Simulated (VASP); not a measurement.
Input of a VASP 6.6.1 run:

The input INCAR:

```
SYSTEM = Cu
ALGO = Normal ; EDIFF = 1E-6
EDIFFG = -0.02 ; ENCUT = 600
IBRION = 2 ; ISIF = 3
ISMEAR = -1 ; LASPH = .TRUE.
LCHARG = .FALSE. ; LREAL = .FALSE.
LWAVE = .FALSE. ; NELM = 100
NSW = 60 ; PREC = Accurate
SIGMA = 0.05
```

KPOINTS

```
k-points
0
G
  10 10 10
  0 0 0
```

Contents of POSCAR:

```
Cu
1.0
    1.2184636900     -3.9763780104      0.0000000000
    1.2184636900      3.9763780104      0.0000000000
    0.0000000000      0.0000000000      2.4754955235
Cu
2
Direct
    0.8661333500      0.1338666500      0.7500000000
    0.1338666500      0.8661333500      0.2500000000
```

Potentials or basis: VASP PAW LDA potentials, release 64 (Cu).

The run is started by

```bash
$ cat potpaw_LDA.64/Cu/POTCAR > POTCAR
$ mpirun -np 1 vasp_std > vasp.out
```

Problem. Estimate the band gap on the k mesh.

Solution. None (metal or under the smearing width).

Problem. Predict the relaxed volume.

Solution. 11.47 Å³/atom.

Final structure:
```xyz
2
Lattice="1.2020 -3.9024 0.0000 1.2020 3.9024 0.0000 0.0000 0.0000 2.4446" Properties=species:S:1:pos:R:3 pbc="T T T"
Cu    1.2020   -2.8586    1.8334
Cu    1.2020    2.8586    0.6111
```
